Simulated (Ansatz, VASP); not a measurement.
**Nb2H3 in VASP and in Ansatz**

```
Nb H
1.0
     2.52406    1.45727    4.02351
    -2.52406    1.45727    4.02351
     0.00000   -2.91454    4.02351
Nb H
4 6
Cartesian
  0.0000 0.0000 10.5206
  0.0000 0.0000 7.5852
  0.0000 0.0000 1.5499
  0.0000 0.0000 4.4853
  -1.2033 -1.4573 5.0294
  1.8637 -0.3135 5.0294
  -0.6604 1.7708 5.0294
  1.2033 1.4573 7.0411
  -1.8637 0.3135 7.0411
  0.6604 -1.7708 7.0411
```

Alike in both runs: functional PBE; k mesh 6 × 6 × 6; occupations gaussian, width 0.1 eV; no spin polarisation.

Ansatz relaxed the structure, and its values are those at the end. VASP's run is a single point on that final structure, the one shown.

|  | VASP | Ansatz |
| --- | --- | --- |
| version | VASP 6.6.1 | Ansatz 0.2.0 |
| potentials or method | VASP PAW PBE potentials, release 64 (Nb_sv, H) | scalar-relativistic, plane waves, PAW |
| plane-wave cutoff (eV) | 520 | 420 |
| valence electrons in the cell | 58 | 58 |

```tsv
	VASP	Ansatz	Ansatz less VASP
gap on the k mesh at the Fermi level (eV)	none	none	-
pressure (GPa)	-0.4	0.0	+0.43
rms of the force components (eV/Å)	0.006	0.004	-0.0016
```

A gap of «none» marks a metal or a gap that the smearing closes. The functional is the same, so the differences come from potentials, cutoffs and numerics.
